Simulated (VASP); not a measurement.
# CdSe (F-43m) in VASP: notebook

Runs on CdSe. Level: PBEsol. Tasks: relaxation of cell and atoms.

Everything below comes from runs of VASP 6.6.1. Logs are shortened: lines on timing, memory, paths and dates and some standing lists are left out, and cuts for length are marked.

## (1) The crystal as given

It takes space group F-43m (No. 216, cubic). Conventional cell: a = 6.141 Å, b = 6.141 Å, c = 6.141 Å, α = 90.00°, β = 90.00°, γ = 90.00°. Around Cd (site symmetry -43m) lie 4 Se at 2.66 Å. Se (site symmetry -43m) is surrounded by 4 Cd at 2.66 Å.

Measurements of this composition are mostly on another form, of space group No. 186.

## (2) Relaxation of cell and atoms, PBEsol

File INCAR:

```
PREC = Accurate ; ENCUT = 600
EDIFF = 1E-6 ; ISMEAR = 0
SIGMA = 0.03 ; LREAL = F
LASPH = T ; NELM = 80
ALGO = Normal ; ISIF = 3
LWAVE = F ; LCHARG = F
GGA = PS ; IBRION = 2
NSW = 90 ; EDIFFG = -0.01
```

File KPOINTS:

```
Automatic mesh
0
Gamma
  8 8 8
```

File POSCAR:

```
CdSe
1.0
    0.0000000000      3.0702712000      3.0702712000
    3.0702712000      0.0000000000      3.0702712000
    3.0702712000      3.0702712000      0.0000000000
Cd Se
1 1
Direct
    0.0000000000      0.0000000000      0.0000000000
    0.7500000000      0.7500000000      0.7500000000
```

Potentials or basis: VASP PAW PBE potentials, release 64 (Cd, Se).

Command:

```bash
$ cat potpaw_PBE.64/Cd/POTCAR potpaw_PBE.64/Se/POTCAR > POTCAR
$ mpirun -np 1 vasp_std > vasp.out
```

OUTCAR:

```text
PREC = Accurate
   ENCUT = 600
   EDIFF = 1E-6
   ISMEAR = 0
   LREAL = F
   LASPH = T
   NELM = 80
   ISIF = 3
   GGA = PS
   IBRION = 2
   NSW = 90
   EDIFFG = -0.01

 ion  position               nearest neighbor table
   1  0.000  0.000  0.000-   2 2.66   2 2.66   2 2.66   2 2.66
   2  0.750  0.750  0.750-   1 2.66   1 2.66   1 2.66   1 2.66

  LATTYP: Found a face centered cubic cell.
 ALAT       =     6.1405424000

  Lattice vectors:

 A1 = (   0.0000000000,   3.0702712000,   3.0702712000)
 A2 = (   3.0702712000,   0.0000000000,   3.0702712000)
 A3 = (   3.0702712000,   3.0702712000,   0.0000000000)

Analysis of symmetry for initial positions (statically):
=====================================================================
 Subroutine PRICEL returns:
 Original cell was already a primitive cell.

 Routine SETGRP: Setting up the symmetry group for a
 face centered cubic supercell.

 Subroutine GETGRP returns: Found 24 space group operations
 (whereof 24 operations were pure point group operations)
 out of a pool of 48 trial point group operations.

The static configuration has the point symmetry T_d .

Analysis of symmetry for dynamics (positions and initial velocities):
=====================================================================
 Subroutine PRICEL returns:
 Original cell was already a primitive cell.

 Routine SETGRP: Setting up the symmetry group for a
 face centered cubic supercell.

 Subroutine GETGRP returns: Found 24 space group operations
 (whereof 24 operations were pure point group operations)
 out of a pool of 48 trial point group operations.

The dynamic configuration has the point symmetry T_d .

 Subroutine INISYM returns: Found 24 space group operations
 (whereof 24 operations are pure point group operations),
 and found     1 'primitive' translations

----------------------------------------------------------------------------------------

                                     Primitive cell

  volume of cell :      57.8842

  direct lattice vectors                    reciprocal lattice vectors
     0.000000000  3.070271200  3.070271200    -0.162852063  0.162852063  0.162852063
     3.070271200  0.000000000  3.070271200     0.162852063 -0.162852063  0.162852063
     3.070271200  3.070271200  0.000000000     0.162852063  0.162852063 -0.162852063

  length of vectors
[... 97 lines left out ...]
   ISMEAR =     0;   SIGMA  =   0.03  broadening in eV -4-tet -1-fermi 0-gaus
   EFERMI_NEDOS =   21; number of points for ismear=-14 and -15
   IALGO  =     38    algorithm
   IMIX   =      4    mixing-type and parameters
     AMIX     =   0.40;   BMIX     =  1.00
     AMIX_MAG =   1.60;   BMIX_MAG =  1.00
  volume/ion in A,a.u.               =      28.94       195.31
  Fermi-wavevector in a.u.,A,eV,Ry     =   1.109121  2.095935 16.737199  1.230149
  Thomas-Fermi vector in A             =   2.245657
   LORBIT       =      0    0 simple, 1 ext, 2 COOP (PROOUT), +10 PAW based schemes
   GGA     = PS    functional components
   LHFCALC =     F    Hartree Fock is set to
   AEXX    =    0.0000 exact exchange contribution
   IVDW    =     0    specifies the selected vdW correction
   LEPSILON=     F    determine dielectric tensor
   LRPA    =     F    only Hartree local field effects (RPA)
 conjugate gradient relaxation of ions
 non-spin polarized calculation
 Gauss-broadening in eV      SIGMA  =   0.03
  energy-cutoff  :      600.00
  volume of cell :       57.88
 maximum number of plane-waves:      1964
   NGX = 17   NGY = 17   NGZ = 17

--------------------------------------- Ionic step        1  -------------------------------------------

 number of electron      17.9999997 magnetization

 Free energy of the ion-electron system (eV)
  ---------------------------------------------------
  ext. energy  EPLUGINS =         0.00000000
  ---------------------------------------------------
  free energy    TOTEN  =        -6.17286311 eV

  energy without entropy =       -6.17286311  energy(sigma->0) =       -6.17286311

------------------------ aborting loop because EDIFF is reached ----------------------------------------

  FORCE on cell =-STRESS in cart. coord.  units (eV):
  Direction    XX          YY          ZZ          XY          YZ          ZX
  --------------------------------------------------------------------------------------
  -------------------------------------------------------------------------------------
  Total       -0.4149456     -0.4149456     -0.4149456      0.0000000     -0.0000000      0.0000000
  in kB      -11.4852785    -11.4852785    -11.4852785      0.0000000     -0.0000000      0.0000000
  external PRESSURE =     -11.4852785 kB  Pullay stress =       0.0000000 kB
[... 59 lines left out ...]
--------------------------------------- Ionic step        3  -------------------------------------------

 number of electron      17.9999998 magnetization

 Free energy of the ion-electron system (eV)
  ---------------------------------------------------
  ext. energy  EPLUGINS =         0.00000000
  ---------------------------------------------------
  free energy    TOTEN  =        -6.17779991 eV

  energy without entropy =       -6.17779991  energy(sigma->0) =       -6.17779991

 E-fermi :   0.9437     XC(G=0):  -9.0767

 val. band max:        0.7726891834   @ k =   0.0000   0.0000   0.0000
 cond. band min:       1.2456264140   @ k =   0.0000   0.0000   0.0000
 fundamental gap:      0.4729372305
 Fermi energy:         0.9437165171

 k-point     1 :       0.0000    0.0000    0.0000
  band No.  band energies     occupation
      1     -11.8234      2.00000
      2      -7.1244      2.00000
      3      -7.1244      2.00000
      4      -7.1244      2.00000
      5      -6.7484      2.00000
      6      -6.7484      2.00000
      7       0.7727      2.00000
      8       0.7727      2.00000
      9       0.7727      2.00000
     10       1.2456      0.00000
     11       6.6273      0.00000
     12       6.6273      0.00000
     13       6.6273      0.00000
[... 354 lines left out ...]
  band No.  band energies     occupation
      1     -11.3891      2.00000
      2      -6.9947      2.00000
      3      -6.9695      2.00000
      4      -6.7690      2.00000
      5      -6.7324      2.00000
      6      -6.3724      2.00000
      7      -3.3966      2.00000
      8      -1.2299      2.00000
      9      -0.4585      2.00000
     10       4.5510      0.00000
     11       6.1173      0.00000
     12       7.5140      0.00000
     13       8.6707      0.00000

 [... further k-points ...]
[... 5 lines left out ...]
  --------------------------------------------------------------------------------------
  -------------------------------------------------------------------------------------
  Total        0.0076706      0.0076706      0.0076706      0.0000000     -0.0000000     -0.0000000
  in kB        0.2173846      0.2173846      0.2173846      0.0000000     -0.0000000     -0.0000000
  external PRESSURE =       0.2173846 kB  Pullay stress =       0.0000000 kB
[... 17 lines left out ...]
  FREE ENERGIE OF THE ION-ELECTRON SYSTEM (eV)
  ---------------------------------------------------
  free  energy   TOTEN  =        -6.1777999054 eV

  energy  without entropy=       -6.1777999054  energy(sigma->0) =       -6.17779991

 reached required accuracy - stopping structural energy minimisation
```

OSZICAR:

```text
N       E                     dE             d eps       ncg     rms          rms(c)
DAV:   1     0.117437841695E+03    0.11744E+03   -0.95548E+03   754   0.138E+03
DAV:   2    -0.110367802600E+01   -0.11854E+03   -0.11237E+03   874   0.304E+02
DAV:   3    -0.652402019432E+01   -0.54203E+01   -0.53994E+01   884   0.657E+01
[... 22 lines left out ...]
DAV:   2    -0.617857745311E+01    0.65294E-02   -0.16576E-02   814   0.207E+00    0.217E-01
DAV:   3    -0.617788750199E+01    0.68995E-03   -0.18382E-03   799   0.492E-01    0.186E-01
DAV:   4    -0.617780608864E+01    0.81413E-04   -0.13042E-04   764   0.114E-01    0.298E-02
DAV:   5    -0.617780022937E+01    0.58593E-05   -0.26857E-05   879   0.797E-02    0.101E-02
DAV:   6    -0.617779990538E+01    0.32399E-06   -0.44730E-06   764   0.309E-02
   3 F= -.61777999E+01 E0= -.61777999E+01  d E =-.493679E-02
```

Wall time 39 s (1 thread of AMD EPYC 9R45 (Zen 5), shared host); peak memory 0.2 GiB.

What came out:

```
Free energy                            : -6.1778 eV
Relaxed volume                         : 28.27 Å³/atom
Relaxed cell                           : a = 4.308 Å, b = 4.308 Å, c = 4.308 Å, α = 60.00°, β = 60.00°, γ = 60.00°
Space group after relaxing (to 0.05 Å) : F-43m (No. 216)
Energy gained by relaxing              : 2.5 meV/atom
Ionic steps                            : 3
Pressure after relaxing                : 0.0 GPa
Band gap on the k mesh                 : 0.47 eV, direct
```

The path:
| step | energy change (eV) | largest force (eV/Å) | pressure (GPa) | volume (Å³) |
| --- | --- | --- | --- | --- |
| 1 | 0.0000 | 0.0000 | -1.15 | 57.88 |
| 2 | -0.0045 | 0.0000 | 0.33 | 56.16 |
| 3 | -0.0049 | 0.0000 | 0.02 | 56.53 |

Final structure:
```
Cd Se
1.0
     0.00000    3.04621    3.04621
     3.04621    0.00000    3.04621
     3.04621    3.04621    0.00000
Cd Se
1 1
Direct
  0.00000 0.00000 0.00000
  0.75000 0.75000 0.75000
```

Levels at points of the mesh, in eV from the valence-band top:
```csv
k point,band 5,band 6,band 7,band 8,band 9,band 10,band 11,band 12,band 13
"(0.00, 0.00, 0.00)",-7.52,-7.52,0.00,0.00,0.00,0.47,5.85,5.85,5.85
"(0.50, 0.00, 0.00)",-7.50,-7.23,-4.42,-0.75,-0.75,2.28,6.36,6.36,7.27
"(0.50, 0.50, 0.00)",-7.46,-7.17,-4.11,-1.86,-1.86,3.01,3.67,8.96,10.10
```

Caveat: the PAW data sets were made with another functional, which shifts forces and pressure a little.

## (3) Relaxation of cell and atoms, PBEsol

This run uses another cell than the first one, of 28.27 Å³/atom, 0.977 times its volume.

File INCAR:

```
PREC = Accurate ; ENCUT = 600
EDIFF = 1E-7 ; ISMEAR = 0
SIGMA = 0.03 ; LREAL = F
LASPH = T ; NELM = 80
ALGO = Normal ; ISIF = 3
LWAVE = F ; LCHARG = F
GGA = PS ; IBRION = 2
NSW = 90 ; EDIFFG = -0.005
```

KPOINTS is that of step 2.

File POSCAR:

```
CdSe                                    
1.0
   -0.0000000000      3.0462087308      3.0462087308
    3.0462087308     -0.0000000000      3.0462087308
    3.0462087308      3.0462087308      0.0000000000
  Cd              Se            
     1     1
Direct
     0.0000000000000000    0.0000000000000000    0.0000000000000000
     0.7500000000000000    0.7500000000000000    0.7500000000000000
```

Potentials or basis: VASP PAW PBE potentials, release 64 (Cd, Se).

Command:

```bash
$ cat potpaw_PBE.64/Cd/POTCAR potpaw_PBE.64/Se/POTCAR > POTCAR
$ mpirun -np 1 vasp_std > vasp.out
```

It took 21 s on 1 thread of AMD EPYC 9R45 (Zen 5), shared host; peak memory 0.18 GiB.

It converged, with:

```
Free energy             : -6.1774 eV
Pressure after relaxing : 0.0 GPa
Band gap on the k mesh  : 0.47 eV, direct
```

Final structure:
```
Cd Se
1.0
     0.00000    3.04621    3.04621
     3.04621    0.00000    3.04621
     3.04621    3.04621    0.00000
Cd Se
1 1
Cartesian
  0.0000 0.0000 0.0000
  4.5693 4.5693 4.5693
```

Levels at points of the mesh, in eV from the valence-band top:
| k point | band 6 | band 7 | band 8 | band 9 | band 10 | band 11 | band 12 | band 13 |
| --- | --- | --- | --- | --- | --- | --- | --- | --- |
| (0.00, 0.00, 0.00) | -7.52 | 0.00 | 0.00 | 0.00 | 0.47 | 5.85 | 5.85 | 5.85 |
| (0.50, 0.00, 0.00) | -7.23 | -4.42 | -0.75 | -0.75 | 2.28 | 6.36 | 6.36 | 7.27 |
| (0.50, 0.50, 0.00) | -7.17 | -4.11 | -1.86 | -1.86 | 3.01 | 3.67 | 8.96 | 10.10 |

Caveat: the relaxation stopped at its first step, so nothing moved; the PAW data sets were made with another functional, which shifts forces and pressure a little.

## (4) Relaxation of cell and atoms, PBEsol

File INCAR:

```
SYSTEM = CdSe
  PREC = Accurate
  ENCUT = 600
  EDIFF = 1E-6
  ISMEAR = 0
  SIGMA = 0.03
  LREAL = .FALSE.
  LASPH = .TRUE.
  NELM = 80
  ALGO = Normal
  ISIF = 3
  LWAVE = .FALSE.
  LCHARG = .FALSE.
  GGA = PS
  IBRION = 2
  NSW = 90
  EDIFFG = -0.01
  KPAR = 2
```

File KPOINTS:

```
regular mesh
0
G
  8 8 8
  0 0 0
```

File POSCAR:

```
CdSe
1.0
    0.0000000000      3.0702712000      3.0702712000
    3.0702712000      0.0000000000      3.0702712000
    3.0702712000      3.0702712000      0.0000000000
Cd Se
1 1
Direct
    0.0000000000      0.0000000000      0.0000000000
    0.7500000000      0.7500000000      0.7500000000
```

Command:

```bash
$ cat potpaw_PBE.64/Cd/POTCAR potpaw_PBE.64/Se/POTCAR > POTCAR
$ mpirun -np 2 vasp_std > vasp.out
```

Wall time 34 s (2 MPI ranks of Intel Xeon Platinum 8488C (Sapphire Rapids), shared host); peak memory 0.22 GiB.

It converged, with:

| Quantity | Value |
| --- | --- |
| Free energy | -6.1778 eV |
| Relaxed volume | 28.27 Å³/atom |
| Relaxed cell | a = 4.308 Å, b = 4.308 Å, c = 4.308 Å, α = 60.00°, β = 60.00°, γ = 60.00° |
| Space group after relaxing (to 0.05 Å) | F-43m (No. 216) |
| Energy gained by relaxing | 2.5 meV/atom |
| Ionic steps | 3 |
| Pressure after relaxing | 0.0 GPa |
| Band gap on the k mesh | 0.47 eV, direct |

Step by step:
```
step  energy change (eV)  largest force (eV/Å)  pressure (GPa)  volume (Å³)
   1              0.0000                0.0000           -1.15        57.88
   2             -0.0045                0.0000            0.33        56.16
   3             -0.0049                0.0000            0.02        56.53
```

Final structure:
```cif
data_structure
_symmetry_space_group_name_H-M 'P 1'
_symmetry_Int_Tables_number 1
_cell_length_a 4.3080
_cell_length_b 4.3080
_cell_length_c 4.3080
_cell_angle_alpha 60.000
_cell_angle_beta 60.000
_cell_angle_gamma 60.000
_cell_volume 56.53
loop_
_atom_site_label
_atom_site_type_symbol
_atom_site_fract_x
_atom_site_fract_y
_atom_site_fract_z
_atom_site_occupancy
Cd1 Cd 0.00000 0.00000 0.00000 1
Se1 Se 0.75000 0.75000 0.75000 1
```

Levels at points of the mesh, in eV from the valence-band top:
```
           k point  band 5  band 6  band 7  band 8  band 9  band 10  band 11  band 12  band 13
(0.00, 0.00, 0.00)   -7.52   -7.52    0.00    0.00    0.00     0.47     5.85     5.85     5.85
(0.50, 0.00, 0.00)   -7.50   -7.23   -4.42   -0.75   -0.75     2.28     6.36     6.36     7.27
(0.50, 0.50, 0.00)   -7.46   -7.17   -4.11   -1.86   -1.86     3.01     3.67     8.96    10.10
```

Caveat: the PAW data sets were made with another functional, which shifts forces and pressure a little.

## (5) Relaxation of cell and atoms, PBEsol

This run uses another cell than the first one, of 28.27 Å³/atom, 0.977 times its volume.

INCAR: that of step 4 with these lines changed.

```diff
@@ -3,3 +3,3 @@
   ENCUT = 600
-  EDIFF = 1E-6
+  EDIFF = 1E-7
   ISMEAR = 0
@@ -16,3 +16,3 @@
   NSW = 90
-  EDIFFG = -0.01
+  EDIFFG = -0.005
   KPAR = 2
```

KPOINTS is that of step 4.

File POSCAR:

```
CdSe                                    
1.0
    0.0000000000      3.0462087302      3.0462087302
    3.0462087302      0.0000000000      3.0462087302
    3.0462087302      3.0462087302      0.0000000000
  Cd              Se            
     1     1
Direct
     0.0000000000000000    0.0000000000000000    0.0000000000000000
     0.7500000000000000    0.7500000000000000    0.7500000000000000
```

Command:

```bash
$ cat potpaw_PBE.64/Cd/POTCAR potpaw_PBE.64/Se/POTCAR > POTCAR
$ mpirun -np 2 vasp_std > vasp.out
```

It took 16 s on 2 MPI ranks of Intel Xeon Platinum 8488C (Sapphire Rapids), shared host; peak memory 0.21 GiB.

Results (log left out):

* Free energy: -6.1774 eV
* Pressure after relaxing: 0.0 GPa
* Band gap on the k mesh: 0.47 eV, direct

Final structure:
```xyz
2
Lattice="0.0000 3.0462 3.0462 3.0462 0.0000 3.0462 3.0462 3.0462 0.0000" Properties=species:S:1:pos:R:3 pbc="T T T"
Cd    0.0000    0.0000    0.0000
Se    4.5693    4.5693    4.5693
```

Levels at points of the mesh, in eV from the valence-band top:
| k point | band 7 | band 8 | band 9 | band 10 | band 11 | band 12 |
| --- | --- | --- | --- | --- | --- | --- |
| (0.00, 0.00, 0.00) | 0.00 | 0.00 | 0.00 | 0.47 | 5.85 | 5.85 |
| (0.50, 0.00, 0.00) | -4.42 | -0.75 | -0.75 | 2.28 | 6.36 | 6.36 |
| (0.50, 0.50, 0.00) | -4.11 | -1.86 | -1.86 | 3.01 | 3.67 | 8.96 |

Caveat: the relaxation stopped at its first step, so nothing moved; the PAW data sets were made with another functional, which shifts forces and pressure a little.

## (6) Relaxation of cell and atoms, PBEsol

File INCAR:

```
SYSTEM = CdSe
ALGO = Normal
EDIFF = 1E-6
EDIFFG = -0.01
ENCUT = 600
GGA = PS
IBRION = 2
ISIF = 3
ISMEAR = 0
KPAR = 8
LASPH = .TRUE.
LCHARG = .FALSE.
LREAL = .FALSE.
LWAVE = .FALSE.
NELM = 80
NSW = 90
PREC = Accurate
SIGMA = 0.03
```

File KPOINTS:

```
k-points
0
G
  8 8 8
  0 0 0
```

File POSCAR:

```
CdSe
1.0
    0.0000000000      3.0702712000      3.0702712000
    3.0702712000      0.0000000000      3.0702712000
    3.0702712000      3.0702712000      0.0000000000
Cd Se
1 1
Direct
    0.0000000000      0.0000000000      0.0000000000
    0.7500000000      0.7500000000      0.7500000000
```

Potentials or basis: VASP PAW PBE potentials, release 64 (Cd, Se).

Command:

```bash
$ cat potpaw_PBE.64/Cd/POTCAR potpaw_PBE.64/Se/POTCAR > POTCAR
$ mpirun -np 8 vasp_std > vasp.out
```

Wall time 22 s (8 MPI ranks of Intel Xeon Platinum 8259CL at 2.50GHz (Skylake/Cascade Lake), shared host); peak memory 0.25 GiB.

The run converged. Its results:

```yaml
Free_energy: -6.1778 eV
Relaxed_volume: 28.27 Å³/atom
Relaxed_cell: a = 4.308 Å, b = 4.308 Å, c = 4.308 Å, α = 60.00°, β = 60.00°, γ = 60.00°
Space_group_after_relaxing_to_0.05_Å: F-43m (No. 216)
Energy_gained_by_relaxing: 2.5 meV/atom
Ionic_steps: 3
Pressure_after_relaxing: 0.0 GPa
Band_gap_on_the_k_mesh: 0.47 eV, direct
```

The path:
```
step  energy change (eV)  largest force (eV/Å)  pressure (GPa)  volume (Å³)
   1              0.0000                0.0000           -1.15        57.88
   2             -0.0045                0.0000            0.33        56.16
   3             -0.0049                0.0000            0.02        56.53
```

Final structure:
```cif
data_structure
_symmetry_space_group_name_H-M 'P 1'
_symmetry_Int_Tables_number 1
_cell_length_a 4.3080
_cell_length_b 4.3080
_cell_length_c 4.3080
_cell_angle_alpha 60.000
_cell_angle_beta 60.000
_cell_angle_gamma 60.000
_cell_volume 56.53
loop_
_atom_site_label
_atom_site_type_symbol
_atom_site_fract_x
_atom_site_fract_y
_atom_site_fract_z
_atom_site_occupancy
Cd1 Cd 0.00000 0.00000 0.00000 1
Se1 Se 0.75000 0.75000 0.75000 1
```

Levels at points of the mesh, in eV from the valence-band top:
```
           k point  band 6  band 7  band 8  band 9  band 10  band 11  band 12  band 13
(0.00, 0.00, 0.00)   -7.52    0.00    0.00    0.00     0.47     5.85     5.85     5.85
(0.50, 0.00, 0.00)   -7.23   -4.42   -0.75   -0.75     2.28     6.36     6.36     7.27
(0.50, 0.50, 0.00)   -7.17   -4.11   -1.86   -1.86     3.01     3.67     8.96    10.10
```

Caveat: the PAW data sets were made with another functional, which shifts forces and pressure a little.
